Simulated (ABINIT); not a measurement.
A run of ABINIT 10.8.3 (patched build) is set up as follows.

File run.abi:

```
ndtset 7
getwfk -1
scalecart1 3*0.9795861087
scalecart2 3*0.9864848297
scalecart3 3*0.9932883884
scalecart4 3*1.0000000000
scalecart5 3*1.0066227096
scalecart6 3*1.0131594038
scalecart7 3*1.0196128224

pp_dirpath "./"
pseudos "Rh.LDA_PW-JTH.xml"

acell 3*1.0 Angstrom
rprim
     0.0000000000     1.8978500000     1.8978500000
     1.8978500000     0.0000000000     1.8978500000
     1.8978500000     1.8978500000     0.0000000000
ntypat 1
znucl 45
natom 1
typat 1
xred
     0.0000000000     0.0000000000     0.0000000000

ecut 20.0
pawecutdg 40.0

kptopt 1
ngkpt 12 12 12
nshiftk 1
shiftk 0.0 0.0 0.0

ixc 7

nband 13
occopt 3
tsmear 0.05 eV

nstep 100
tolvrs 1.0e-9

iomode 3
prtwf 1
prtden 0
prteig 0
prtebands 0
```

Potentials or basis: JTH PAW LDA v2.0.

Run with:

```sh
$ abinit run.abi > log 2>&1
```

Question: Estimate the pressure derivative of the bulk modulus.

Answer: 4.5.

Question: Predict the bulk modulus.

Answer: 315 GPa.

Question: Estimate the equilibrium volume.

Answer: 13.22 Å³/atom.

Energy against volume, from the lowest point:
| volume (Å³/atom) | energy (meV/atom) |
| --- | --- |
| 12.851 | 10.02 |
| 13.125 | 0.00 |
| 13.398 | 1.55 |
| 13.671 | 13.35 |
| 13.945 | 34.51 |
| 14.218 | 63.97 |
| 14.492 | 100.61 |

Caveat: pressures at fixed basis lie under the slope of the energies. LDA usually gives volumes a few per cent too small.

**Measured values to compare with.**

“Thermal equation of state of rhodium characterized by XRD in a resistively heated diamond anvil cell”, 2024, pmc:11535440 quotes, for a bulk crystal of Rh: bulk modulus 264 ± 1 GPa.

A measured bulk modulus of Rh is 264 GPa (quoted in “Thermal equation of state of rhodium characterized by XRD in a resistively heated diamond anvil cell”, 2024, pmc:11535440); the calculated 315 GPa misses it by +19.4 %. The fit is for a static lattice scaled at fixed shape and fixed fractional positions.
